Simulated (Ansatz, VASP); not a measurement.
# MoS2 in two plane-wave programs

One calculation is typed for both programs; each brings its own data sets. How far apart do they land? The structure shown is the start of the Ansatz relaxation below; VASP solves that cell, so the two are compared at the walk's first step.

Calculated with Ansatz 0.2.0; plane waves, with VASP 6.6.1 beside it; single point at LDA, single point at PBEsol and single point at RPBE.

### 1. Set-up

The cell holds 3 atoms: 2 S and 1 Mo. Its edges and angles: a = 3.169 Å, b = 3.169 Å, c = 19.130 Å, α = 90.0°, β = 90.0°, γ = 120.0°. It derives from MoS2. Vacuum lies along c.

### 2. Ansatz: relaxation, LDA

Ansatz runs on its default PAW (the set named soft_2) files.

The two programs are compared at the cell with which this relaxation starts, whose forces are those of its first step.

Contents of input.yaml:

```yaml
crystal:
  lattice:
    - [3.169, 0.0, 0.0]
    - [-1.5845, 2.744434505, 0.0]
    - [0.0, 0.0, 19.130296]
  atoms:
    - { symbol: S, position: [0.666666667, 0.333333333, 0.581815148] }
    - { symbol: Mo, position: [0.333333333, 0.666666667, 0.5] }
    - { symbol: S, position: [0.666666667, 0.333333333, 0.418184852] }
kpoints:
  mp_grid: { grid: [12, 12, 1] }
scf:
  occupations: { method: fermi_dirac, width: 0.02 }
  n_extra_bands: 8
hamiltonian:
  xc: lda
  pseudopotentials: { kind: paw }
output:
  forces: true
  write_potential: true
  volumetric_format: []
relax:
  f_tol: 0.01
  max_steps: 40
  cell: { fix: [c, alpha, beta] }
```

Started as:

```bash
> ansatz run input.yaml --threads 4 --pin off --max-ram 8192MiB --backend cpu --events-out ev --progress --plain --runs-dir out
```

Numbers of over 12 decimals in the logs are rounded to 6 here.

Log:

```text
scf.n_extra_bands = 8 over 13 filled bands (N_el = 26.0): the run solves 21 bands
Engine: ansatz 0.2.0, aarch64-unknown-linux-gnu
Pseudopotentials: kind: paw
Pseudopotential: S, paw, valence charge 6, recommended cutoff 420 eV (normal), S.paw.azcp
Pseudopotential: Mo, paw, valence charge 14, recommended cutoff 420 eV (normal), Mo.paw.azcp
Functional definition: SPW92
  exchange = slater_x
  correlation = pw_c
Crystal: 3 atoms, lattice volume = 166.378 Å³
Basis set: ecut = 420 eV, 3231 PW (Γ)
Bands: 21, of which v1, the nominal top of the filled ones, is band 13 counted from 1 (12 counted from 0)
Symmetry: 12 space group operations
Space group: P-6m2 (ITA 187), of the structure as read, at distance tolerance 5.5e-5 Å
k-points: 19 of 144 (time reversal used)
Non-local potential: S, projectors of the file, l = 0: 2, l = 1: 2, l = 2: 2
Non-local potential: Mo, projectors of the file, l = 0: 3, l = 1: 2, l = 2: 2, l = 3: 1
PAW form: soft (Blöchl's): semilocal exchange-correlation on the pseudo side does not see the compensation charge
PAW frozen core: S, regenerated for the run's functional, and the local potential with it (the file was generated under x = pbe(κ = 0.804, μ = 0.219515), c = pbe(β = 0.066725))
PAW frozen core: Mo, regenerated for the run's functional, and the local potential with it (the file was generated under x = pbe(κ = 0.804, μ = 0.219515), c = pbe(β = 0.066725))
PAW one-centre angular grid: S, 110 points (default); XC on 64 Gauss nodes
PAW one-centre angular grid: Mo, 590 points (default); XC on 64 Gauss nodes
Initial density: superposition of atomic densities (neutral atoms: chi_scale 0, normalization atom), corrected by the library's trained network
Initial wavefunctions: pseudopotential atomic-orbital guess
Functional: x = slater, c = lda
SCF iter   1: F=—  HF=-6584.738355 eV  |F-HF|=—  |Δ(HF+E_count)|=         —  Δρ=4.62e-3  dr2=3.45e-2  ethr=1.77e-3  ⟨swp⟩=9.5  Hψ=2793  notcnv=0
preconditioner: auto → none  [insulator: Δε(μ)=1.711 eV  Ē_g=10.401 eV  σ=0.020 eV  W_gap=1.00  n_scr=12 (ndim 8)  ℏωp=12.2 eV  f_vac=0.649  D(μ)=0.00/eV (n_scr^D=0)  ε∞_Penn≈2.4]
SCF iter   2: F=—  HF=-6584.757220 eV  |F-HF|=—  |Δ(HF+E_count)|=   1.89e-2  Δρ=5.55e-3  dr2=1.47e-1  ethr=1.33e-4  ⟨swp⟩=3.4  Hψ=879  notcnv=0  defer=74
SCF iter   3: F=—  HF=-6584.738024 eV  |F-HF|=—  |Δ(HF+E_count)|=   1.92e-2  Δρ=1.93e-3  dr2=6.53e-3  ethr=1.33e-4  ⟨swp⟩=3.0  Hψ=589  notcnv=0  defer=74
SCF iter   4: F=—  HF=-6584.738143 eV  |F-HF|=—  |Δ(HF+E_count)|=   1.19e-4  Δρ=2.86e-4  dr2=9.46e-5  ethr=2.51e-5  ⟨swp⟩=2.3  Hψ=506  notcnv=0  defer=74
SCF iter   5: F=—  HF=-6584.738147 eV  |F-HF|=—  |Δ(HF+E_count)|=   4.81e-6  Δρ=5.40e-5  dr2=2.07e-6  ethr=3.64e-7  ⟨swp⟩=2.3  Hψ=605  notcnv=0  defer=74
SCF iter   6: F=—  HF=-6584.738150 eV  |F-HF|=—  |Δ(HF+E_count)|=   2.45e-6  Δρ=1.61e-5  dr2=2.84e-7  ethr=7.95e-9  ⟨swp⟩=2.1  Hψ=542  notcnv=0  defer=74
SCF iter   7: F=-6584.738150 eV  HF=-6584.738150 eV  |F-HF|=2.04e-8  |Δ(HF+E_count)|=   3.16e-8  Δρ=3.87e-6  dr2=2.40e-8  ethr=3.85e-10  ⟨swp⟩=11.5  Hψ=2657  notcnv=0
SCF 1 converged in 7 iterations: F = -6584.738150 eV  dr2 = 2.40e-8
  greatest PAW one-centre occupation: 0.999 electrons in one spin orbital (limit 2), on the Mo atom at site 1 (counted from 0), in its partial waves of l = 0
relax step   1: F+E_penalty+E_count = -6584.73814995 eV  Δ(F+E_penalty+E_count) = +0.000e0 eV  max|allowed force component| = 5.577e-1 eV/Å  Δτ_max = 0.0000 Å  P = -1.869 GPa  Ω = 166.378 Å³  fix = [c, alpha, beta]  reactions: c -1.681 GPa  (7 SCF iters, dr2 threshold 1.00e-7 eV, accepted)
[...]
relax step   4: F+E_penalty+E_count = -6584.77759128 eV  Δ(F+E_penalty+E_count) = -1.207e-4 eV  max|allowed force component| = 2.814e-3 eV/Å  Δτ_max = 0.0025 Å  P = -0.005 GPa  Ω = 161.268 Å³  energy of the carried Pulay correction = +1.363e-4 eV  fix = [c, alpha, beta]  reactions: c -0.009 GPa  (6 SCF iters, dr2 threshold 5.35e-8 eV, accepted)
[...]
relax step   5: F+E_penalty+E_count = -6584.77747387 eV  Δ(F+E_penalty+E_count) = +1.174e-4 eV  max|allowed force component| = 2.752e-3 eV/Å  Δτ_max = 0.0000 Å  P = -0.006 GPa  Ω = 161.268 Å³  fix = [c, alpha, beta]  reactions: c -0.009 GPa  stress off target by 4.42e-3 GPa on what of the cell is left free  SCF on the basis re-selected at this cell (its energy is not comparable with the rows above)  (6 SCF iters)
basis re-selected at this cell: Δ(F+E_penalty+E_count) = +1.174e-4 eV, ΔP = -0.000 GPa vs the last step (what re-selecting the basis moved, of the pressure what is left beyond the Pulay correction that the steps carried, after the strain that the cell walked since its last selection, with what the two solves' SCF thresholds leave and, on support functions, any second-order correction that the steps lacked; it is no m [...]
WARN: The output density's exchange-correlation potential varies sharply where the density is thin. Do not read a vacuum level from v_tot or v_xc, or from such a field of the output density. On a cell that repeats whose density bears no net charge and no dipole along the vacuum's axis use v_es (v_loc + v_h of the components); under efield.dipole_correction with no amplitude use v_es + v_field, which holds any externa [...]
SCF converged after 6 iterations
Free energy (F): -6584.777474 eV
Harris-Foulkes:  -6584.777474 eV  (|F-HF|=1.36e-11)
Internal energy: -6584.777474 eV  (E = F + TS)
E sigma→0 (E₀):  -6584.777474 eV
Fermi energy:    0.121643 eV
--- Per-component energies (eV) ---
  E_band       = -442.355742
  E_kinetic    = 659.554385
  E_local      = -15601.218757  (includes V_loc(G=0)·N_el)
  E_nonlocal   = 206.358903
  E_hartree    = 7428.708178
  E_xc         = -376.584200
  E_vxc        = -406.268233  (∫ρ·V_xc dr)
  E_paw        = -4226.892158  (= ΣΔE_a)
  E_vpaw       = -158.198297  (= ΣTr[D̂ρ^β])
  E_aug_tail   = 0.000020  (compensation charges beyond the density's cutoff)
  E_ewald      = 5324.516946
  E_core_change = 0.779211  (= ΣΔE_core)
  E_smearing   = -0.000000  (= −TS)
  E_closure    = 0.000000  (closes the sum)
  Σ components = -6584.777474   (vs F -6584.777474, Δ=0.00e0)
--- Forces (eV/Å), atoms counted from 1 ---
  atom   1  S      0.00000000    -0.00000000    -0.00275191
  atom   2  Mo     0.00000000    -0.00000000     0.00000000
  atom   3  S      0.00000000    -0.00000000     0.00275191
  max |Σ_I F_I| component: 7.85e-17 eV/Å
--- Stress (GPa, compression-positive) ---
       -0.004421      -0.000000      -0.000000
        0.000000      -0.004421      -0.000000
       -0.000000      -0.000000      -0.008901
  P = ⅓ Tr σ = -0.0059 GPa (-0.059 kbar)
--- Band table (eV; the first three rows and the last of 19) ---
  k-point 0: bands = [... 9 lower, -2.6934, -2.2605, -2.2605, -0.9133, 2.1505, 2.1505, 2.4397, 2.4397, ... 4 higher]
  k-point 1: bands = [... 9 lower, -3.1695, -2.4372, -1.9479, -0.9496, 1.9968, 2.1071, 2.3102, 2.3447, ... 4 higher]
  k-point 2: bands = [... 9 lower, -2.9936, -2.8508, -1.8537, -1.1535, 1.5734, 1.9196, 2.0129, 2.7852, ... 4 higher]
  k-point 18: bands = [... 9 lower, -4.3489, -3.7674, -2.9749, -0.8091, 1.0527, 2.2445, 2.9841, 4.4361, ... 4 higher]
--- Relaxed structure (4 steps of the walk, 4 accepted, 1 SCFs on fresh bases) ---
  F+E_penalty+E_count = -6584.77747387 eV   max|allowed force component| = 2.752e-3 eV/Å   (the final SCF, on the basis selected at the relaxed cell)
  cell:  # Å, volume = 161.2678 Å³
    - [3.119950, 0, 0]
    - [-1.559975, 2.701956, 0]
    - [0, 0, 19.130296]
  atoms:
    - { symbol: S, position: [0.666667, 0.333333, 0.581178] }
    - { symbol: Mo, position: [0.333333, 0.666667, 0.500000] }
    - { symbol: S, position: [0.666667, 0.333333, 0.418822] }
```

Reading the cycles: dr2 is the Hartree energy of the density residual (eV), the measure of convergence; HF is the Harris–Foulkes estimate of the energy, which meets the free energy F at convergence.

### 3. VASP: single point, LDA, start cell

The same cell, functional (in two slightly different forms), mesh and smearing now go to VASP, with its own data sets.

Lines of VASP's logs that name or quote its potential files are left out, and so is its time.

Contents of INCAR:

```
SYSTEM = MoS2
PREC = Accurate
ENCUT = 400
EDIFF = 1E-06
NELM = 120
ISMEAR = -1
SIGMA = 0.02
LREAL = .FALSE.
ALGO = Normal
GGA = CA
NBANDS = 19
LASPH = .TRUE.
LORBIT = 11
LWAVE = .FALSE.
LCHARG = .FALSE.
ISIF = 2
GGA_COMPAT = .FALSE.
EFERMI = MIDGAP
KPAR = 2
```

Contents of POSCAR:

```
MoS2
1.0
    3.1690000000      0.0000000000      0.0000000000
   -1.5845000000      2.7444350000      0.0000000000
    0.0000000000      0.0000000000     19.1302960000
S Mo
2 1
Direct
    0.6666667274      0.3333334548      0.5818151481
    0.6666667274      0.3333334548      0.4181848519
    0.3333332726      0.6666665452      0.5000000000
```

Contents of KPOINTS:

```
Automatic mesh
0
Gamma
12 12 1
0 0 0
```

PAW data sets: S and Mo_sv (LDA family, release 64).

Started as:

```bash
> mpirun -np 2 vasp_std
```

Log:

```text
[banner, memory and clock lines left out]
running    2 mpi-ranks, on    1 nodes
 distrk:  each k-point on    1 cores,    2 groups
 distr:  one band on    1 cores,    1 groups

 POSCAR found type information on POSCAR S Mo
 POSCAR found :  2 types and       3 ions
 LDA part: xc-table for (Slater(with rela. corr.)+CA(PZ))
 , standard interpolation
 POSCAR, INCAR and KPOINTS ok, starting setup
 FFT: planning ... GRIDC
 FFT: planning ... GRID_SOFT
 FFT: planning ... GRID
 WAVECAR not read
 entering main loop
       N       E                     dE             d eps       ncg     rms          rms(c)
DAV:   1     0.135137403124E+03    0.13514E+03   -0.12515E+04   978   0.898E+02
DAV:   2    -0.165874131065E+02   -0.15172E+03   -0.14938E+03   963   0.230E+02
DAV:   3    -0.256974616298E+02   -0.91100E+01   -0.90302E+01   928   0.519E+01
DAV:   4    -0.258536340607E+02   -0.15617E+00   -0.15597E+00   906   0.723E+00
DAV:   5    -0.258572699800E+02   -0.36359E-02   -0.36356E-02   953   0.105E+00    0.243E+01
DAV:   6    -0.247473864044E+02    0.11099E+01   -0.11069E+01   824   0.217E+01    0.846E+00
DAV:   7    -0.245236179999E+02    0.22377E+00   -0.52352E+00   840   0.143E+01    0.620E+00
DAV:   8    -0.243311958197E+02    0.19242E+00   -0.96766E-01   870   0.646E+00    0.132E+00
DAV:   9    -0.243300659850E+02    0.11298E-02   -0.30814E-02   853   0.108E+00    0.606E-01
DAV:  10    -0.243275617750E+02    0.25042E-02   -0.13247E-02   828   0.794E-01    0.923E-02
DAV:  11    -0.243275752670E+02   -0.13492E-04   -0.57003E-04   827   0.168E-01    0.577E-02
DAV:  12    -0.243276788535E+02   -0.10359E-03   -0.89888E-05   896   0.482E-02    0.300E-02
DAV:  13    -0.243279468897E+02   -0.26804E-03   -0.42324E-04   776   0.997E-02    0.582E-02
DAV:  14    -0.243282137846E+02   -0.26689E-03   -0.11385E-04   877   0.645E-02    0.187E-02
DAV:  15    -0.243283114057E+02   -0.97621E-04   -0.17719E-05   851   0.222E-02    0.728E-03
DAV:  16    -0.243284018688E+02   -0.90463E-04   -0.88760E-06   735   0.840E-03    0.369E-03
DAV:  17    -0.243284298571E+02   -0.27988E-04   -0.26753E-06   763   0.424E-03    0.209E-03
DAV:  18    -0.243284389525E+02   -0.90954E-05   -0.15386E-06   716   0.365E-03    0.124E-03
DAV:  19    -0.243284530075E+02   -0.14055E-04   -0.43241E-07   662   0.193E-03    0.168E-03
DAV:  20    -0.243284625816E+02   -0.95741E-05   -0.45435E-07   676   0.250E-03    0.448E-04
DAV:  21    -0.243284654269E+02   -0.28453E-05   -0.10548E-07   637   0.899E-04    0.341E-04
DAV:  22    -0.243284658700E+02   -0.44303E-06   -0.13462E-08   493   0.560E-04
   1 F= -.24328466E+02 E0= -.24328466E+02  d E =-.376247E-20
```

Parts of OUTCAR (step 3):

```text
ion  position               nearest neighbor table
   1  0.667  0.333  0.582-   3 2.41   3 2.41   3 2.41
   2  0.667  0.333  0.418-   3 2.41   3 2.41   3 2.41
   3  0.333  0.667  0.500-   1 2.41   2 2.41   1 2.41   2 2.41   1 2.41   2 2.41

  LATTYP: Found a hexagonal cell.
 ALAT       =     3.1690000000
 C/A-ratio  =     6.0366980120

 Subroutine GETGRP returns: Found 12 space group operations
 (whereof 12 operations were pure point group operations)

The static configuration has the point symmetry D_3h.

 Found     19 irreducible k-points:

   k-points           NKPTS =     19   k-points in BZ     NKDIM =     19   number of bands    NBANDS=     19

   dimension x,y,z NGX =    24 NGY =   24 NGZ =  126
   dimension x,y,z NGXF=    48 NGYF=   48 NGZF=  252

   ENCUT  =  400.0 eV  29.40 Ry    5.42 a.u.   5.17  5.17 31.20*2*pi/ulx,y,z

   NELECT =      26.0000    total number of electrons

 k-points in reciprocal lattice and weights: Automatic mesh
   0.00000000  0.00000000  0.00000000       0.007
   0.08333333  0.00000000  0.00000000       0.042
   0.16666667 -0.00000000  0.00000000       0.042
   0.25000000  0.00000000  0.00000000       0.042
   0.33333333 -0.00000000  0.00000000       0.042
   0.41666667 -0.00000000  0.00000000       0.042
   0.50000000  0.00000000  0.00000000       0.021
   0.08333333  0.08333333  0.00000000       0.042
   0.16666667  0.08333333  0.00000000       0.083
[...]
0.33333333  0.25000000  0.00000000       0.083
   0.33333333  0.33333333  0.00000000       0.014

 average (electrostatic) potential at core
       1 -93.6608       2 -93.6608       3 -83.5729

 E-fermi :  -1.1704

 k-point     1 :       0.0000    0.0000    0.0000
  band No.  band energies     occupation
    ...
      9      -4.6026      2.00000
     10      -3.8274      2.00000
     11      -3.4847      2.00000
     12      -3.4847      2.00000
     13      -2.0714      2.00000
     14       0.7811      0.00000
     15       0.7811      0.00000
     16       1.0365      0.00000
     17       1.0365      0.00000
     18       3.5213      0.00000
    ...

 k-point     2 :       0.0833    0.0000    0.0000
  band No.  band energies     occupation
    ...
      9      -4.4924      2.00000
     10      -4.3016      2.00000
     11      -3.6510      2.00000
     12      -3.1672      2.00000
     13      -2.1162      2.00000
     14       0.6356      0.00000
     15       0.7380      0.00000
     16       0.9176      0.00000
     17       0.9631      0.00000
     18       3.7275      0.00000
    ...

 k-point     3 :       0.1667   -0.0000    0.0000
  band No.  band energies     occupation
    ...
      9      -4.9519      2.00000
     10      -4.1849      2.00000
     11      -4.0420      2.00000
     12      -3.0763      2.00000
     13      -2.3355      2.00000
     14       0.2698      0.00000
     15       0.5651      0.00000
     16       0.6419      0.00000
     17       1.3785      0.00000
     18       4.1551      0.00000
    ...

  Total       -2.0591257     -2.0591264     -1.7837709      0.0000000      0.0000000     -0.0000000
  in kB      -19.8288059    -19.8288130    -17.1772165      0.0000000      0.0000000     -0.0000000
  external PRESSURE =     -18.9449451 kB  Pullay stress =       0.0000000 kB

  energy-cutoff  :      400.00
  volume of cell :      166.38
      direct lattice vectors                 reciprocal lattice vectors
     3.169000000  0.000000000  0.000000000     0.315556958  0.182186862  0.000000000
    -1.584500000  2.744435000  0.000000000     0.000000000  0.364373724  0.000000000
     0.000000000  0.000000000 19.130296000     0.000000000  0.000000000  0.052273106

 POSITION                                       TOTAL-FORCE (eV/Angst)
 -----------------------------------------------------------------------------------
      1.58450      0.91481     11.13030         0.000000      0.000000     -0.539599
      1.58450      0.91481      8.00000         0.000000     -0.000000      0.539599
      0.00000      1.82962      9.56515        -0.000000     -0.000000      0.000000
 -----------------------------------------------------------------------------------
    total drift:                               -0.000000      0.000274      0.000000

  FREE ENERGIE OF THE ION-ELECTRON SYSTEM (eV)
  ---------------------------------------------------
  free  energy   TOTEN  =       -24.3284658700 eV

  energy  without entropy=      -24.3284658700  energy(sigma->0) =      -24.32846587

 total charge
# of ion       s       p       d       tot
------------------------------------------
    1        1.361   2.327   0.000   3.688
    2        1.361   2.327   0.000   3.688
    3        2.294   6.222   3.965  12.481
--------------------------------------------------
tot          5.017  10.875   3.965  19.858

[... 3 further parts left out ...]
```

### 4. Differences

Known differences besides the potentials themselves: the two LDA forms differ slightly; the cutoff is 420 eV in Ansatz and 400 eV in VASP; VASP's log shows a relativistic correction to its local exchange, Ansatz's none. Total energies have different zeros and are not compared.

Forces (eV/Å; atoms numbered as in POSCAR):

```csv
atom,"Ansatz x, y, z","VASP x, y, z"
S1,"0.000, 0.000, -0.558","0.000, 0.000, -0.540"
S2,"0.000, 0.000, 0.558","0.000, 0.000, 0.540"
Mo3,"0.000, 0.000, 0.000","0.000, 0.000, 0.000"
```

The forces differ by 8.5 meV/Å r.m.s., which is 3.4 % of the r.m.s. force of 0.254 eV/Å (both taken over all components). With vacuum in the cell, a pressure given here is an average over mostly empty space and none of the material.

### 5. Ansatz: relaxation, PBEsol

The two programs are compared at the cell with which this relaxation starts, whose forces are those of its first step.

The structure compared here is the start of the Ansatz relaxation; VASP solves that cell, so the two are compared at the walk's first step.

Changes to input.yaml since step 2:

```diff
@@ -15,3 +15,3 @@
 hamiltonian:
-  xc: lda
+  xc: pbesol
   pseudopotentials: { kind: paw }
```

Started as:

```bash
> ansatz run input.yaml --threads 4 --pin off --max-ram 8192MiB --backend cpu --events-out ev --progress --plain --runs-dir out
```

Log:

```text
[...]
Crystal: 3 atoms, lattice volume = 166.378 Å³
Basis set: ecut = 420 eV, 3231 PW (Γ), exchange–correlation on 48×48×256 points (8 copies of the dense FFT grid, shifted against one another)
Bands: 21, of which v1, the nominal top of the filled ones, is band 13 counted from 1 (12 counted from 0)
Symmetry: 12 space group operations
[...]
--- Relaxed structure (4 steps of the walk, 4 accepted, 1 SCFs on fresh bases) ---
[...]
cell:  # Å, volume = 163.4015 Å³
    - [3.140522, 0.0, 0]
    - [-1.570261, 2.719772, 0]
    - [0, 0, 19.130296]
  atoms:
    - { symbol: S, position: [0.666667, 0.333333, 0.581465] }
    - { symbol: Mo, position: [0.333333, 0.666667, 0.500000] }
    - { symbol: S, position: [0.666667, 0.333333, 0.418535] }
[key lines of the parts left out:]
SCF converged after 5 iterations
Free energy (F): -6670.142176 eV
Fermi energy:    0.212108 eV
P = ⅓ Tr σ = -0.0024 GPa (-0.024 kbar)
```

(Continued in part 2 of 2.)

[Lines on the potential files, build, host, timing and source positions are cut from VASP's logs without a mark.]

[Logs are printed without paths, hosts, clocks, repeated set-up lines and the standing remarks that a program may print on its own settings, such as how far it seeks lower states.]

[Hosts, paths, dates, database ids (printed as entryN), source tags and the programs' standing remarks are cut or masked in the printed files.]
